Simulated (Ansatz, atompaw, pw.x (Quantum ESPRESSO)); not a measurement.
# phosphorus (sc): variants of one PAW (atompaw) potential in the solid

phosphorus (P), PAW, made with atompaw 4.2.0.5 (PBE, scalar-relativistic). Core [Ne], reference 3s2 3p3. Waves: 3s (bound): rc 2.05 bohr; 3s channel at 1.25 Ry: rc 2.05 bohr; 3p (bound): rc 2.05 bohr; 3p channel at 3.2 Ry: rc 2.05 bohr; 3d channel at 0.05 Ry: rc 1.85 bohr; 3d channel at 2.05 Ry: rc 1.85 bohr. Local part: vpsmatchnc scheme with l = 3 at 0.5 Ry, radius 1.40 bohr. Core correction: smooth core density matched at 1.30 bohr. Augmentation charge: sinc compensation charge, radius 1.80 bohr; PAW radius 2.05 bohr; waves and projectors: custom rrkj gramschmidtortho.

Crystal test: sc P in pw.x 7.5, no spin, 13³ k-points, Fermi–Dirac smearing 0.01 Ry, cutoffs set for each file from its atomic test. The reference is all-electron LAPW (Ansatz 0.2.0) with the same functional, mesh and smearing; V0 and B0 come from Birch–Murnaghan fits to the pressures at five volumes. Errors are pseudo minus all-electron; Δ is the rms difference of the E(V) curves that follow from these fits, minima aligned, over ±6 % about the mean V0. Mesh and smearing are coarse, so the numbers serve the comparison and aren't converged zero-temperature values; the lattice is a test structure that the element need not adopt.

All-electron: a0 = 2.447 Å (V0 = 14.66 Å³/atom), B0 = 113.3 GPa.

Base: The logarithmic derivative shows an extra or strongly shifted pseudo pole above the reference energy (s near 0.94 Ry).

2 further variants are left out: they gave no file fit for a test, a broken result, the same result as the base, or pressures whose basis-set error rivals the error shown.

| change | cutoffs (Ry) | pw.x | a0 (Å) | a0 error (%) | B0 error (%) | Δ (meV/atom) | mean pressure error (GPa) |
| --- | --- | --- | --- | --- | --- | --- | --- |
| base | 40/400 | converged | 2.445 | -0.08 | +0.6 | 0.9 | -0.28 |
| all radii scaled by about 1.21 (s 2.48, p 2.48, d 2.24 bohr); local potential vpsmatchnc scheme with l = 3 at 0.5 Ry, radius 1.70 bohr; augmentation sinc compensation charge, radius 2.18 bohr; PAW radius 2.48 bohr; waves and projectors: custom rrkj gramschmidtortho; core correction smooth core density matched at 1.58 bohr | 40/400 | converged | 2.441 | -0.25 | +1.7 | 2.7 | -0.85 |
| wave 3d channel at 0.05 Ry: rc 1.85 bohr becomes 3d channel at 0.05 Ry: rc 1.86 bohr | 40/400 | converged | 2.445 | -0.09 | +0.6 | 1.0 | -0.31 |

Q: Give the row for: core correction smooth core density matched at 1.56 bohr.

A: pw.x: failed after 2 of 5 volumes: no self-consistency to 1e-9 Ry within 70 iterations.
